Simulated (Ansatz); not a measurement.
System: CdO (rock salt type), 2 atoms in the cell.

Theory: Ansatz 0.2.0 development build, r²SCAN, plane waves, all-electron PAW datasets generated for the crystal, point nucleus.

Cutoff 320 eV; k-mesh 6×6×6 Γ-centred; Fermi–Dirac smearing of 0.02 eV; no spin polarisation.

```
Cd O
1.0
     0.00000    2.39000    2.39000
     2.39000    0.00000    2.39000
     2.39000    2.39000    0.00000
Cd O
1 1
Direct
  0.00000 0.00000 0.00000
  0.50000 0.50000 0.50000
```

**Question.** Would the cell expand or shrink if it were free to relax?

**Answer.** The pressure is -6.21 GPa, so at these settings the cell is stretched and would shrink.

The stress includes the program's correction for the finite plane-wave basis.

The k-mesh is modest, so these values aren't fully converged in k.
